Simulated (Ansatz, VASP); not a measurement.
## BeH2: VASP beside Ansatz

Contents of INCAR:

```
  PREC = Accurate
  ENCUT = 520
  EDIFF = 1E-7
  ISMEAR = -1
  SIGMA = 0.02
  LREAL = F
  LASPH = T
  NELM = 100
  ALGO = Normal
  ISIF = 2
  LWAVE = F
  LCHARG = F
  GGA = PE
  NBANDS = 9
```

KPOINTS

```
regular mesh
0
Gamma
  8 8 8
```

Contents of POSCAR:

```
BeH2
1.0
    0.0000000000      1.9749473526      1.9749473526
    1.9749473526      0.0000000000      1.9749473526
    1.9749473526      1.9749473526      0.0000000000
Be H
1 2
Direct
    0.0000000000      0.0000000000      0.0000000000
    0.2500000000      0.2500000000      0.2500000000
    0.7500000000      0.7500000000      0.7500000000
```

Input for Ansatz:

```yaml
crystal:
  lattice:
    - [0.0, 1.9749473526, 1.9749473526]
    - [1.9749473526, 0.0, 1.9749473526]
    - [1.9749473526, 1.9749473526, 0.0]
  atoms:
    - { symbol: Be, position: [0.0, 0.0, 0.0] }
    - { symbol: H, position: [0.25, 0.25, 0.25] }
    - { symbol: H, position: [0.75, 0.75, 0.75] }
kpoints:
  mp_grid: { grid: [8, 8, 8] }
hamiltonian:
  xc: pbe
scf:
  occupations: { method: fermi_dirac, width: 0.02 }
  n_extra_bands: 4
output:
  forces: true
  stress: true
  eigenvalues: true
```

The cell was built by a generator and needn't be a form met in nature.

Alike in both runs: task single point; functional PBE; k mesh 8 × 8 × 8; occupations fermi-dirac, width 0.02 eV; no spin polarisation.

|  | VASP | Ansatz |
| --- | --- | --- |
| version | VASP 6.6.1 | Ansatz 0.2.0 |
| potentials or method | VASP PAW PBE potentials, release 64 (Be, H) | plane waves, PAW |
| plane-wave cutoff (eV) | 520 | 420 |
| valence electrons in the cell | 4 | 4 |

VASP gave:

| Property | Result |
| --- | --- |
| pressure (GPa) | 0.0 |

Task: Which values does Ansatz return?

Result: Pressure (GPa): 0.2.
